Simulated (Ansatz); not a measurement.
Crystal: Ir.

```xyz
2
Lattice="2.7514 0.0000 0.0000 -1.3757 2.3828 0.0000 0.0000 0.0000 4.4623" Properties=species:S:1:pos:R:3 pbc="T T T"
Ir    0.0000    1.5885    1.1156
Ir    1.3757    0.7943    3.3467
```

This isn't the form of Ir at room conditions, which is fcc.

Base run:

- Program: Ansatz 0.2.0
- Functional: RPBE
- Potentials or basis: Ansatz PAW
- Cutoff: 420 eV (not typed: the program's choice for these potentials)
- k mesh: 11 × 11 × 6
- Occupations: fermi-dirac, width 0.05 eV
- Spin: no spin polarisation

Its results: band gap on the k mesh none (metal or under the smearing width); pressure 2.8 GPa.

**Question.** After a change of settings the same cell gave: band gap on the k mesh none (metal or under the smearing width); pressure -1.3 GPa. Which change was it?
A. functional from RPBE to PBEsol
B. functional from RPBE to PBE
C. functional from RPBE to LDA
D. functional from RPBE to BLYP

**Answer.** B.

PBE binds more tightly than RPBE, so the same cell stands under less pressure.

Caveats: spin-orbit coupling is left out, which moves the levels of the heavy elements; the PAW data sets come from PBE, with cores solved anew for the run's functional, which leaves a small shift of forces and pressure (some runs).
